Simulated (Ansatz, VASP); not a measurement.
## MgO in VASP and in Ansatz

POSCAR

```
MgO
1.0
    0.0000000000      2.1351500000      2.1351500000
    2.2952862500      0.0000000000      2.1351500000
    2.2952862500      2.1351500000      0.0000000000
Mg O
1 1
Direct
    0.0000000000      0.0000000000      0.0000000000
    0.5000000000      0.5000000000      0.5000000000
```

File INCAR.step1:

```
PREC     = Accurate       # precision mode
ENCUT    = 520            # plane-wave cutoff, eV
ISMEAR   = 0              # smearing method
SIGMA    = 0.05           # smearing width, eV
LREAL    = False          # projectors in reciprocal space
LASPH    = True           # aspherical terms in the spheres
NELM     = 80             # most SCF steps
NBANDS   = 11             # bands
GGA      = PE             # functional
ALGO     = Normal         # electronic algorithm
EDIFF    = 1E-4           # SCF threshold, eV
LWAVE    = True           # write WAVECAR
LCHARG   = False          # write CHGCAR
```

Contents of INCAR.step2:

```
PREC     = Accurate       # precision mode
ENCUT    = 520            # plane-wave cutoff, eV
EDIFF    = 1E-6           # SCF threshold, eV
ISMEAR   = 0              # smearing method
SIGMA    = 0.05           # smearing width, eV
LREAL    = False          # projectors in reciprocal space
LASPH    = True           # aspherical terms in the spheres
NELM     = 80             # most SCF steps
ALGO     = Normal         # electronic algorithm
ISIF     = 2              # what is computed and relaxed
LWAVE    = False          # write WAVECAR
LCHARG   = False          # write CHGCAR
METAGGA  = R2SCAN         # meta-GGA
LMIXTAU  = True         
NBANDS   = 11             # bands
ISTART   = 1
```

Contents of KPOINTS:

```
Automatic mesh
0
Gamma
  10 10 10
```

Input for Ansatz:

```yaml
crystal:
  lattice:
    - [0.0, 2.13515, 2.13515]
    - [2.29528625, 0.0, 2.13515]
    - [2.29528625, 2.13515, 0.0]
  atoms:
    - { symbol: Mg, position: [0.0, 0.0, 0.0] }
    - { symbol: O, position: [0.5, 0.5, 0.5] }
basis:
  ecutwfc: 500
kpoints:
  mp_grid: { grid: [10, 10, 10] }
hamiltonian:
  xc: r2scan
scf:
  occupations: { method: gaussian, width: 0.05 }
output:
  forces: true
  stress: true
  eigenvalues: true
  write_density: true
  write_potential: true
  elf: true
  volumetric_format: npy
```

Change from the starting cell: strain +0.0750 x Voigt [1, 0, 0, 0, 0, 0], atoms carried along.

Alike in both runs: task single point; functional r2SCAN; k mesh 10 × 10 × 10; occupations gaussian, width 0.05 eV; no spin polarisation.

|  | VASP | Ansatz |
| --- | --- | --- |
| version | VASP 6.6.1 | Ansatz 0.2.0 |
| potentials or method | VASP PAW PBE potentials, release 64 (Mg, O) | scalar-relativistic, plane waves, PAW |
| plane-wave cutoff (eV) | 520 | 500 |
| valence electrons in the cell | 8 | 16 |

Ansatz gave:

```
gap on the k mesh at the Fermi level (eV)       : 4.45
least direct gap on the mesh (eV)               : 4.45
pressure (GPa)                                  : -14.3
largest component of the traceless stress (GPa) : 3.93
```

Which values does VASP return?

gap on the k mesh at the Fermi level (eV): 4.42; least direct gap on the mesh (eV): 4.42; pressure (GPa): -15.4; largest component of the traceless stress (GPa): 3.80.

The two sets of potentials don't hold the same shells in valence.

Caveats: so large a pressure means that the cell lies far from this level's equilibrium, or that cutoff or potentials fall short (VASP); the potentials were made for another functional, which shifts forces and pressure (VASP).
